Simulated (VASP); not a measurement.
Wanted: the native input for a VASP 6.6.1 run.

```
Task                   : relaxation of the atoms
Functional             : PBE
Dispersion             : D3(BJ)
Potentials or basis    : VASP PAW PBE potentials, release 64 (Al, Co)
Cutoff                 : 600 eV
k mesh                 : 14 × 14 × 14
Occupations            : methfessel-paxton, width 0.1 eV
Spin                   : no spin polarisation
Further INCAR settings : ALGO = Normal; EDIFF = 1e-07; IBRION = 2; EDIFFG = -0.01; NSW = 40
```

The structure of AlCo lies in POSCAR:

```
AlCo                                    
1.0
    2.8554476031     -0.0000000000      0.0000000000
   -0.0000000000      2.8554476031      0.0000000000
   -0.0000000000     -0.0000000000      2.8554476031
  Al              Co            
     1     1
Direct
     0.0000000000000000    0.0000000000000000    0.0000000000000000
     0.5000000000000000    0.5000000000000000    0.5000000000000000
```

The cell is a database's computed one.

The cell isn't the ideal one: a relaxed cell with its volume scaled by 1.04.

These files were run (other wordings do the same):

INCAR

```
SYSTEM = AlCo
PREC = Accurate
ENCUT = 600
EDIFF = 1E-7
ISMEAR = 1
SIGMA = 0.1
LREAL = .False.
LASPH = .True.
NELM = 80
ALGO = Normal
ISIF = 2
LWAVE = .False.
LCHARG = .False.
GGA = PE
IVDW = 12
IBRION = 2
NSW = 40
EDIFFG = -0.01
```

KPOINTS

```
regular mesh
0
Gamma
  14 14 14
  0 0 0
```

Potentials or basis: VASP PAW PBE potentials, release 64 (Al, Co).

The run is started by

```sh
$ cat potpaw_PBE.64/Al/POTCAR potpaw_PBE.64/Co/POTCAR > POTCAR
$ mpirun -np 1 vasp_std > vasp.out
```

Results of the run:

```json
{"Pressure after relaxing": "-7.0 GPa", "Band gap on the k mesh": "none (metal or under the smearing width)", "Dispersion energy per atom": "-0.432 eV"}
```

Caveat: the relaxation stopped at its first step, so nothing moved; pairwise dispersion overbinds metals, which lowers pressure and volume.

Wall time 13 s on 1 thread of Intel(R) Xeon(R) Platinum 8375C CPU @ 2.90GHz (Ice Lake), with other jobs on the host, peak memory 0.18 GiB.
